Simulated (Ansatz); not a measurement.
# Si3N4: a short molecular-dynamics run

A trajectory of Si3N4, a database structure with 14 atoms that was not relaxed first: 30 steps of 3 fs under a Langevin thermostat at 1200 K.

Method: DFT PBE, plane waves, PAW, scalar-relativistic, no spin polarisation, in Ansatz 0.2.0.

The cell holds 14 atoms (N8Si6): a = 7.678 Å, b = 7.678 Å, c = 2.938 Å, α = 90.00°, β = 90.00°, γ = 120.00°.

Coordinates:

```cif
data_structure
_symmetry_space_group_name_H-M 'P 1'
_symmetry_Int_Tables_number 1
_cell_length_a 7.6780
_cell_length_b 7.6780
_cell_length_c 2.9376
_cell_angle_alpha 90.000
_cell_angle_beta 90.000
_cell_angle_gamma 120.000
_cell_volume 149.98
loop_
_atom_site_label
_atom_site_type_symbol
_atom_site_fract_x
_atom_site_fract_y
_atom_site_fract_z
_atom_site_occupancy
N1 N 0.33330 0.66670 0.25000 1
N2 N 0.66660 0.33330 0.75000 1
N3 N 0.33990 0.03570 0.25000 1
N4 N 0.30420 0.33990 0.75000 1
N5 N 0.96430 0.30420 0.25000 1
N6 N 0.66010 0.96430 0.75000 1
N7 N 0.69580 0.66010 0.25000 1
N8 N 0.03570 0.69580 0.75000 1
Si1 Si 0.18420 0.77040 0.25000 1
Si2 Si 0.41380 0.18420 0.75000 1
Si3 Si 0.22960 0.41380 0.25000 1
Si4 Si 0.81580 0.22960 0.75000 1
Si5 Si 0.58620 0.81580 0.25000 1
Si6 Si 0.77040 0.58620 0.75000 1
```

The structure above is the start of the run; the results belong to its end.

| quantity | value |
| --- | --- |
| length | 30 steps of 3 fs |
| temperature, first and last step | 1114 and 757 K |
| temperature, second half | mean 904 K, from 671 to 1243 K |
| potential energy, second half | +89 meV/atom from the start |
| mean square displacement, second half | N 0.031, Si 0.018 Å² |

What this shows: Against a set 1200 K the second half averages 904 K with a spread of 165 K (in equilibrium 14 atoms would scatter by about 262 K, over a far longer run); 89 meV/atom has gone into potential energy, and a thermostat that acts over some 100 fs has not made it up in 90 fs. No atom gets farther than 0.31 Å from its start, with the drift of the whole removed, against a typical distance of 1.7 Å between sites at the start. Averages from a run of 90 fs with 14 atoms are rough. The k-mesh is coarse.

**Question.** Which input and command would start the first run of this session?

The input that was used; it is not the only one that fits:

File input.yaml:

```yaml
crystal:
  lattice:
    - [7.677975, 0.0, 0.0]
    - [-3.838987, 6.649322, 0.0]
    - [0.0, 0.0, 2.937627]
  atoms:
    - { symbol: "N", position: [0.3333, 0.6667, 0.25] }
    - { symbol: "N", position: [0.6666, 0.3333, 0.75] }
    - { symbol: "N", position: [0.3399, 0.0357, 0.25] }
    - { symbol: "N", position: [0.3042, 0.3399, 0.75] }
    - { symbol: "N", position: [0.9643, 0.3042, 0.25] }
    - { symbol: "N", position: [0.6601, 0.9643, 0.75] }
    - { symbol: "N", position: [0.6958, 0.6601, 0.25] }
    - { symbol: "N", position: [0.0357, 0.6958, 0.75] }
    - { symbol: Si, position: [0.1842, 0.7704, 0.25] }
    - { symbol: Si, position: [0.4138, 0.1842, 0.75] }
    - { symbol: Si, position: [0.2296, 0.4138, 0.25] }
    - { symbol: Si, position: [0.8158, 0.2296, 0.75] }
    - { symbol: Si, position: [0.5862, 0.8158, 0.25] }
    - { symbol: Si, position: [0.7704, 0.5862, 0.75] }
kpoints:
  mp_grid: { grid: [2, 2, 5] }
magnetization:
  spin_polarized: false
scf:
  occupations: { method: cold, width: 0.15 }
hamiltonian:
  pseudopotentials: { kind: paw }
  xc: pbe
basis:
  ecutwfc: 420
md:
  timestep: 3.0
  n_steps: 30
  ensemble: nvt_langevin
  temperature: 1200.0
  initial_velocities: maxwell_boltzmann
  seed: 480018
```

Command:

```console
$ ansatz run input.yaml --threads 2 --pin off --max-ram 2560MiB --backend cpu --events-out ev --progress --plain --runs-dir out
```
